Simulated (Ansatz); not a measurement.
## Mg3Sb2 (antiLa2O3 structure): what the numbers say

**What was measured.** From “Chemical bonding origin of the unexpected isotropic physical properties in thermoelectric Mg3Sb2 and related materials”, 2018, pmc:6226478, for a powder of Mg3Sb2 at 299 K: lattice constant a 4.56187 ± 0.00003 Å; lattice constant c 7.22944 ± 0.00006 Å.

The results are compared with them further down.

The computed numbers are results of PBE, scalar-relativistic (no spin polarisation) in the plane-wave PAW code Ansatz at 420 eV, Γ-centred 8×8×4 mesh, 0.05 eV Gaussian smearing. The datasets are Ansatz's generated set soft_2.

The compound is reported in the structure type of the start.

The relaxed structure (symmetry read at 0.01 Å). Symmetry: P-3m1, No. 164, trigonal system. The conventional cell has a = 4.596 Å, b = 4.596 Å, c = 7.271 Å, α = 90.00°, β = 90.00°, γ = 120.00°. Around Sb (site symmetry 3m) lie 7 Mg at 2.85 to 3.12 Å. Mg (site symmetry -3m) is surrounded by 6 Sb at 3.12 Å. Mg (site symmetry 3m) is surrounded by 4 Sb at 2.85 to 2.96 Å. (Neighbours are counted to 15 % beyond the shortest distance.)

Results at this level of theory:

```
Volume                                                : 26.60 Å³/atom
Band gap                                              : 0.23 eV
Smallest direct gap                                   : 1.02 eV
Bader charges                                         : Sb -2.23; Mg 1.51, 1.47 e
Formation energy from the elements (0 K, uncorrected) : -0.38 eV/atom
Bulk modulus (Birch–Murnaghan)                        : 42 GPa
Pressure derivative B0′                               : 4.4
Shear modulus (Hill)                                  : 17.0 GPa
Young's modulus                                       : 45 GPa
Poisson's ratio                                       : 0.32
Elastically stable                                    : yes
```

Q: Should it be a metal or an insulator?

A: Formal charges Sb³⁻, Mg²⁺ balance and leave closed shells on every ion, so a band insulator is expected, and the gap is 0.23 eV.

Q: How ionic is it?

A: Bader charges against formal ones: Sb −2.23 (−3), Mg +1.49 (+2). The cations give up 74 % of the formal charge; Bader charges stay under formal ones because the anions' density reaches into the cations' basins.

Q: How stiff is it, in energy terms?

A: B0·V0 = 41.8 GPa × 26.60 Å³ = 6.94 eV/atom sets the scale: near the minimum ΔE ≈ ½ B0 V0 x², with x = V/V0 − 1, and a pressure of 0.4 GPa squeezes the volume by about 1 %. At the ends of the curve: x = −5.5 % predicts 10.5 meV/atom and the run gives 11.6; x = +10.0 % predicts 34.7 meV/atom and the run gives 29.3. The lopsidedness is anharmonic: atoms resist being pushed together more than being pulled apart.

Q: Which Debye temperature follows from the elastic moduli?

A: K = 42 GPa and G = 17.0 GPa (Hill). With a density of 3.950 g/cm³ (mean mass 63.3 u, 26.60 Å³/atom), K = 41.9 and G = 17.04 GPa from the unrounded constants, v_l = √((K + 4G/3)/ρ) = 4040 m/s and v_t = √(G/ρ) = 2080 m/s. The mean [(1/v_l³ + 2/v_t³)/3]^(−1/3) is 2330 m/s, and θ_D = (ħ/k_B)(6π²/V)^(1/3) v_m ≈ 230 K, with V the volume an atom.

**Against experiment.** Against the measured lattice constant a of Mg3Sb2, 4.56187 Å (299 K; powder; “Chemical bonding origin of the unexpected isotropic physical properties in thermoelectric Mg3Sb2 and related materials”, 2018, pmc:6226478), the calculated 4.596 Å is off by +0.7 %. Against the measured lattice constant c of Mg3Sb2, 7.22944 Å (299 K; powder; “Chemical bonding origin of the unexpected isotropic physical properties in thermoelectric Mg3Sb2 and related materials”, 2018, pmc:6226478), the calculated 7.271 Å is off by +0.6 %. The calculation is for a static lattice, without zero-point motion or thermal expansion.

Scalar-relativistic only: spin–orbit splittings of the heavy atoms' levels are missing. Spin–orbit coupling shifts the heavy anion's p levels by more than this gap and may close it.
